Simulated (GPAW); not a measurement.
The system is C.

```
C
1.0
     2.52210    0.00000    0.00000
    -1.26105    2.18420    0.00000
     0.00000    0.00000   12.35570
C
12
Cartesian
  1.2611 0.7281 4.3760
  0.0000 1.4561 10.5539
  1.2611 0.7281 1.8018
  0.0000 1.4561 7.9797
  1.2611 0.7281 5.9205
  0.0000 1.4561 12.0983
  1.2611 0.7281 0.2574
  0.0000 1.4561 6.4352
  0.0000 0.0000 10.0390
  0.0000 0.0000 3.8612
  0.0000 0.0000 8.4945
  0.0000 0.0000 2.3167
```

This is a hexagonal form of diamond, not graphite.

Base run:

```yaml
Program: GPAW 26.7.0
Functional: r2SCAN
Potentials_or_basis: GPAW PAW data sets (gpaw-data 1.2.1)
Cutoff: 800 eV
Basis: pw
k_mesh: 8 × 8 × 2
Occupations: fermi-dirac, width 0.05 eV
Spin: no spin polarisation
```

Its results: band gap on the k mesh 4.57 eV, indirect (least direct gap 5.56 eV); pressure -2.7 GPa; largest force 0.347 eV/Å.

Q: The run is repeated on the same cell with these changes: functional from r2SCAN to PBE. What comes out?

A: Band gap on the k mesh 4.35 eV, indirect (least direct gap 5.31 eV); pressure 1.7 GPa; largest force 0.333 eV/Å.

r2SCAN gives the wider gap, since meta-GGAs in the generalised Kohn-Sham scheme recover part of the derivative discontinuity.

Caveats: the PAW data sets were made with another functional, which shifts forces and pressure a little (some runs).
